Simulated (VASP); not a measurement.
Crystal: BeTe.

```xyz
2
Lattice="0.0000 2.7700 2.7700 2.7700 0.0000 2.7700 2.7700 2.7700 0.0000" Properties=species:S:1:pos:R:3 pbc="T T T"
Be    0.0000    0.0000    0.0000
Te    1.3850    1.3850    1.3850
```

```yaml
Program: VASP 6.6.1
Task: relaxation of cell and atoms
Functional: PBE
Potentials_or_basis: VASP PAW PBE potentials, release 64 (Be, Te)
Cutoff: 600 eV
k_mesh: 8 × 8 × 8
Occupations: gaussian, width 0.02 eV
Spin: no spin polarisation
```

At the start: pressure 4.5 GPa; volume 21.25 Å³/atom.

Question: Where does the relaxation end?

Answer: Over 3 steps the energy falls by 19.8 meV/atom and the volume is 22.76 Å³/atom (+7.1 %); space group F-43m (No. 216, to 0.05 Å).

The path:
```csv
step,energy change (eV),largest force (eV/Å),pressure (GPa),volume (Å³)
1,0.0000,0.0000,4.45,42.51
2,-0.0377,0.0000,-0.85,46.25
3,-0.0396,0.0000,0.01,45.52
```

Final structure:
```xyz
2
Lattice="0.0000 2.8340 2.8340 2.8340 0.0000 2.8340 2.8340 2.8340 0.0000" Properties=species:S:1:pos:R:3 pbc="T T T"
Be    0.0000    0.0000    0.0000
Te    1.4170    1.4170    1.4170
```
